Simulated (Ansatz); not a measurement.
The system is Be2C.

```
C Be
1.0
     0.00000    2.16500    2.16500
     2.16500    0.00000    2.16500
     2.16500    2.16500    0.00000
C Be
1 2
Direct
  0.00000 0.00000 0.00000
  0.75000 0.75000 0.75000
  0.25000 0.25000 0.25000
```

Base run:

| Property | Result |
| --- | --- |
| Program | Ansatz 0.2.0 |
| Functional | PBEsol |
| Potentials or basis | Ansatz PAW |
| Cutoff | 420 eV (not typed: the program's choice for these potentials) |
| k mesh | 11 × 11 × 11 |
| Occupations | fermi-dirac, width 0.05 eV |
| Spin | no spin polarisation |

Its results: band gap on the k mesh 1.17 eV, indirect (least direct gap 4.09 eV); pressure -2.7 GPa.

The run is repeated on the same cell with these changes: functional from PBEsol to PBE. What comes out?

Band gap on the k mesh 1.27 eV, indirect (least direct gap 4.14 eV); pressure -0.2 GPa.

PBE binds less tightly than PBEsol, so the same cell stands under more pressure.

Caveats: the k mesh misses the band edges, so the gap on the mesh is wider than the one along the path; the PAW data sets come from PBE, with cores solved anew for the run's functional, which leaves a small shift of forces and pressure (some runs).
